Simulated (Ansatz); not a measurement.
The system is HfC.

```
CELL_PARAMETERS angstrom
-1.39667 2.49718 1.84734
1.39667 -2.49718 1.84734
1.39667 2.49718 -1.84734
ATOMIC_POSITIONS crystal
Hf 0.98471 0.98471 0.00000
C 0.67945 0.17945 0.50000
```

The cell was built by a generator and needn't be a form met in nature.

```yaml
Program: Ansatz 0.2.0
Task: relaxation of cell and atoms
Functional: HF
Potentials_or_basis: Ansatz PAW
Cutoff: "420 eV (not typed: the program's choice for these potentials)"
k_mesh: 6 × 6 × 6
Occupations: fermi-dirac, width 0.05 eV
Spin: no spin polarisation
```

At the start: volume 12.89 Å³/atom.

Q: Where does the relaxation end?

A: It ends after 13 steps and the volume is 13.47 Å³/atom (+4.5 %); space group Imm2 (No. 44, to 0.05 Å).

Step by step:
```tsv
step	energy change (eV)	largest force (eV/Å)	volume (Å³)
1	0.0000	12.8383	25.77
2	-2.6596	5.6434	26.91
3	-3.8285	3.2955	27.12
4	-4.6314	1.7771	26.51
5	-4.9153	0.0150	26.76
6	-4.9155	0.0129	26.78
7	-4.9155	0.0022	26.79
8	-4.9157	0.0014	26.77
9	-4.9157	0.0027	26.78
10	-4.9642	0.0001	26.78
11	-4.9659	0.0175	26.96
12	-4.9662	0.0025	26.93
13	-4.9669	0.0023	26.93
```

Final structure:
```yaml
crystal:
  lattice:
    - [-1.68289, 2.37808, 1.68236]
    - [1.68289, -2.37808, 1.68236]
    - [1.68289, 2.37808, -1.68236]
  atoms:
    - { symbol: Hf, position: [0.07426, 0.07426, 0.00000] }
    - { symbol: C, position: [0.58990, 0.08990, 0.50000] }
```

Caveat: the k mesh is coarse (spacing up to 0.47 Å⁻¹), so the values aren't converged, least of all with exact exchange; the plane-wave basis is chosen anew once the cell has moved, so the energies of steps on either side of that aren't comparable; the pressure holds a Pulay correction of +0.6 GPa for the finite cutoff; the PAW data sets come from PBE, with cores solved anew for the run's functional, which leaves a small shift of forces and pressure.
